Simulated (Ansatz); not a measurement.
Crystal: TiTe.

```
Te Ti
1.0
     3.84200    0.00000    0.00000
    -1.92100    3.32727    0.00000
     0.00000    0.00000    6.40300
Te Ti
2 2
Direct
  0.66667 0.33333 0.75000
  0.33333 0.66667 0.25000
  0.00000 0.00000 0.50000
  0.00000 0.00000 0.00000
```

Base run:

| Item | Value |
| --- | --- |
| Program | Ansatz 0.2.0 |
| Functional | r2SCAN |
| Potentials or basis | Ansatz PAW |
| Cutoff | 500 eV (not typed: the program's choice for these potentials) |
| k mesh | 8 × 8 × 4 |
| Occupations | fermi-dirac, width 0.05 eV |
| Spin | no spin polarisation |

Its results: band gap on the k mesh none (metal or under the smearing width); pressure 7.6 GPa.

Question: The run is repeated on the same cell with these changes: functional from r2SCAN to LDA; cutoff from 500 eV (not typed: the program's choice for these potentials) to 420 eV (not typed: the program's choice for these potentials). What comes out?

Answer: Band gap on the k mesh none (metal or under the smearing width); pressure 0.7 GPa.

Caveats: spin-orbit coupling is left out, which moves the levels of the heavy elements; the PAW data sets come from PBE, with cores solved anew for the run's functional, which leaves a small shift of forces and pressure.
